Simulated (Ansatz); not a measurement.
Crystal: Ca.

```
Ca
1.0
    -2.20520    2.20520    2.19611
     2.20520   -2.20520    2.19611
     2.20520    2.20520   -2.19611
Ca
1
Direct
  0.50000 0.50000 0.00000
```

This isn't the form of Ca at room conditions, which is fcc.

```yaml
Program: Ansatz 0.2.0
Task: single point
Functional: PBE
Potentials_or_basis: Ansatz PAW
Cutoff: "420 eV (not typed: the program's choice for these potentials)"
k_mesh: 9 × 9 × 9
Occupations: fermi-dirac, width 0.05 eV
Spin: no spin polarisation
```

On this cell: pressure -0.2 GPa; band gap on the k mesh none (metal or under the smearing width).

The same run follows on a disturbed copy (cell strained at random at fixed volume):

```xyz
1
Lattice="-2.2038 2.1629 2.1603 2.2124 -2.2110 2.2173 2.2269 2.2341 -2.2087" Properties=species:S:1:pos:R:3 pbc="T T T"
Ca   -0.0351   -0.0121    2.2049
```

Problem. What does the disturbed cell give?

Solution. The energy (extrapolated to zero smearing) moves by +0.5 meV/atom; pressure -0.2 GPa; band gap on the k mesh none (metal or under the smearing width).

Stress tensor (GPa, compression positive):
```
-0.17 -0.12 -0.05
-0.12 -0.22  0.21
-0.05  0.21 -0.21
```
